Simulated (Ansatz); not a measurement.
The cell comes from COD entry 9008875, which wasn't checked; take it as a given geometry. The listed cell was then made from it by scaling, straining or moving an atom.

SiC: DFT, PBEsol, all-electron PAW with datasets made for the crystal, scalar-relativistic (Ansatz 0.2.0). What sets it apart from a plain run of this crystal: zz strain of +2 %.

Command: `ansatz run input.yaml --threads 1 --pin off --max-ram 6144MiB --backend cpu --events-out ev --progress --plain --runs-dir out` The run took 26 s on 1 thread of Arm Neoverse V2 (shared host), peak memory 0.74 GiB.

```yaml
crystal:
  lattice:
    - [3.0759982064, 0.0, 0.0]
    - [-1.5379991032, 2.6638925888, 0.0]
    - [0.0, 0.0, 5.14896]
  atoms:
    - { symbol: Si, position: [0.3333333333, 0.6666666667, 0.0] }
    - { symbol: Si, position: [0.6666666667, 0.3333333333, 0.5] }
    - { symbol: C, position: [0.3333333333, 0.6666666667, 0.385] }
    - { symbol: C, position: [0.6666666667, 0.3333333333, 0.885] }
kpoints:
  mp_grid: { grid: [15, 15, 8] }
scf:
  occupations: { method: fermi_dirac, width: 0.08 }
hamiltonian:
  xc: pbesol
  pseudopotentials: { kind: all_electron, datasets: crystal }
output:
  forces: true
  stress: true
  eigenvalues: true
  efg: { contact_densities: true }
```

Output (standing set-up lines are left out):

```
hamiltonian.pseudopotentials.datasets: crystal makes datasets for this crystal and solves the spheres of its atoms anew in each pass: cutoff 340.0 eV, the density's 1700.0 eV; for an error of 0.50 meV an atom under PBE, 2.0 meV for the cell; an energy difference from a run of another recipe may be off by several times the error for the cell, under r2SCAN by more, where some 0.1 meV an atom stays at smaller errors; C in spheres of 0.953 Å, 4 of its electrons in bands; Si in spheres of 0.915 Å, 4 of its electrons in bands, 8 on its site; only band paths and densities of states list, in semicore columns, the levels of the semicore shells that are solved separately: 2s of Si, 2p of Si
Crystal: 4 atoms, lattice volume = 42.191 Å³
PAW one-centre angular grid: C, 110 points (default); XC on its mesh's 1953 points in the sphere
iter 1 solved again at ethr=6.89e-2 eV; its pass at ethr=1.00e-1 eV (dr2=1.10e1 eV) is discarded
SCF iter   1: F=—  HF=-17825.113044 eV  |F-HF|=—  |Δ(HF+E_count)|=         —  Δρ=1.49e-1  dr2=1.11e1  ethr=6.89e-2  ⟨swp⟩=2.0  Hψ=10972  notcnv=0
preconditioner: auto → none  [insulator: Δε(μ)=4.355 eV  Ē_g=13.127 eV  σ=0.080 eV  W_gap=1.00  n_scr=2 (ndim 8)  ℏωp=22.9 eV  f_vac=0.000  D(μ)=0.00/eV (n_scr^D=0)  ε∞_Penn≈4.0]
iter 2 solved again at ethr=3.82e-3 eV; its pass at ethr=6.89e-2 eV (dr2=6.12e-1 eV) is discarded
SCF iter   2: F=—  HF=-17822.231860 eV  |F-HF|=—  |Δ(HF+E_count)|=    2.88e0  Δρ=4.81e-2  dr2=6.31e-1  ethr=3.82e-3  ⟨swp⟩=3.3  Hψ=8792  notcnv=0  defer=51
SCF iter   3: F=—  HF=-17822.100012 eV  |F-HF|=—  |Δ(HF+E_count)|=   1.32e-1  Δρ=1.64e-2  dr2=6.53e-2  ethr=3.82e-3  ⟨swp⟩=3.1  Hψ=4100  notcnv=0  defer=6
SCF iter   4: F=—  HF=-17822.121532 eV  |F-HF|=—  |Δ(HF+E_count)|=   2.15e-2  Δρ=5.22e-3  dr2=8.44e-3  ethr=4.08e-4  ⟨swp⟩=2.3  Hψ=4560  notcnv=0  defer=31
SCF iter   5: F=—  HF=-17822.124231 eV  |F-HF|=—  |Δ(HF+E_count)|=   2.70e-3  Δρ=9.45e-4  dr2=2.99e-4  ethr=5.28e-5  ⟨swp⟩=3.1  Hψ=3209  notcnv=0  defer=15
SCF iter   6: F=—  HF=-17822.126344 eV  |F-HF|=—  |Δ(HF+E_count)|=   2.11e-3  Δρ=3.06e-4  dr2=1.30e-5  ethr=1.87e-6  ⟨swp⟩=3.1  Hψ=5304  notcnv=0  defer=10
SCF iter   7: F=—  HF=-17822.126357 eV  |F-HF|=—  |Δ(HF+E_count)|=   1.24e-5  Δρ=5.39e-5  dr2=1.42e-7  ethr=8.15e-8  ⟨swp⟩=2.8  Hψ=3112  notcnv=0  defer=2
SCF iter   8: F=-17822.126357 eV  HF=-17822.126357 eV  |F-HF|=2.01e-8  |Δ(HF+E_count)|=   7.23e-7  Δρ=8.31e-6  dr2=3.08e-8  ethr=8.85e-10  ⟨swp⟩=3.0  Hψ=3933  notcnv=0
SCF 1 converged in 8 iterations: F = -17822.126350 eV  dr2 = 3.08e-8
  Residual-converged pass: ⟨swp⟩=3.1  Hψ=3644  notcnv=0  max |occ|·‖R‖ = 6.5e-6 eV (tolerance 6.7e-6 eV)  dr2=3.22e-8  dr2_onsite=1.43e-8  max |Δocc| = 8.5e-12
  greatest PAW one-centre occupation: 0.514 electrons in one spin orbital (limit 2), on the C atom at site 3 (counted from 0), in its partial waves of l = 0
SCF converged after 8 iterations
Free energy (F): -17822.126350 eV
Harris-Foulkes:  -17822.126350 eV  (|F-HF|=2.01e-8)
Internal energy: -17822.126350 eV  (E = F + TS)
E sigma→0 (E₀):  -17822.126350 eV
Entropy (-TS):   -0.000000 eV (-0.000 meV/atom)
Past the cutoff: the bands carry plane waves up to 1.75 times it, of which those up to 1.5 times it add -0.000285 eV an atom, each by itself; the spheres take 0.000185 eV an atom off the energy for waves past 1.75 times it
By the cutoff:   a pressure is off by up to 0.008 GPa (1.2 times the spheres' own share and the shells' term, over an atom's volume, and 0.004 GPa: a bound that held against runs at twice the plane waves)
Past the cutoffs: a stress includes 0.0037 GPa for waves and charges beyond them, in addition to the slope of what the spheres take
In the spheres:  the bands' charges fall short by 1.8e-7 e at most (sound up to 1e-3), those of shells solved beside the bands by 8.2e-8 e (sound up to 5e-4)
Fermi energy:    11.802325 eV
--- Per-component energies (eV) ---
  The terms above E_closure are by the made datasets' own strengths, without shells solved beside the bands.
--- Forces (eV/Å), atoms counted from 1 ---
  atom   1  Si     0.00000000    -0.00000000     0.82644530
  atom   2  Si    -0.00000000     0.00000000     0.82644530
  atom   3  C     -0.00000000    -0.00000000    -0.82648188
  atom   4  C      0.00000000     0.00000000    -0.82648188
  max |Σ_I F_I| component: 7.32e-5 eV/Å
--- Stress (GPa, compression-positive) ---
        1.019325       0.000000       0.000000
       -0.000000       1.019325       0.000000
       -0.000000      -0.000000     -12.460759
  P = ⅓ Tr σ = -3.4740 GPa (-34.740 kbar)
  It holds what live shells' own plane waves past their cutoff add
--- PAW observables at the nuclei: V_zz in 10²¹ V/m², potentials from the cell's mean, atoms counted from 1 ---
  atom   1  Si V_zz =    +2.174606   η = 0.0000   by run symmetry: allowed
            electrostatic potential = -1360.263115 V   contact ρ = 12766.797006 e/Å³
  atom   2  Si V_zz =    +2.174606   η = 0.0000   by run symmetry: allowed
            electrostatic potential = -1360.263115 V   contact ρ = 12766.797006 e/Å³
  atom   3  C  V_zz =    +0.518857   η = 0.0000   by run symmetry: allowed
            electrostatic potential = -417.234814 V   contact ρ = 859.992988 e/Å³
  atom   4  C  V_zz =    +0.518857   η = 0.0000   by run symmetry: allowed
            electrostatic potential = -417.234814 V   contact ρ = 859.992988 e/Å³
--- Band table (eV; the first three rows and the last of 135) ---
  k-point 0: bands = ["-4.8635", "-1.5683", "2.0695", "9.2840", "9.2840", "10.4626", "10.4626", "10.6385", "15.4274", "16.1217", "17.2070"]
  k-point 1: bands = ["-4.7908", "-1.8538", "2.4792", "9.3229", "9.3229", "10.1530", "10.4108", "10.4108", "15.4927", "16.5140", "17.2334"]
  k-point 2: bands = ["-4.5741", "-2.4690", "3.4633", "9.0056", "9.4360", "9.4360", "10.2666", "10.2666", "15.6864", "17.2804", "17.3318"]
  k-point 134: bands = ["-0.0574", "-0.0574", "2.8550", "2.8550", "4.8725", "4.8725", "8.9002", "8.9002", "15.1982", "15.1982", "16.3832"]
```
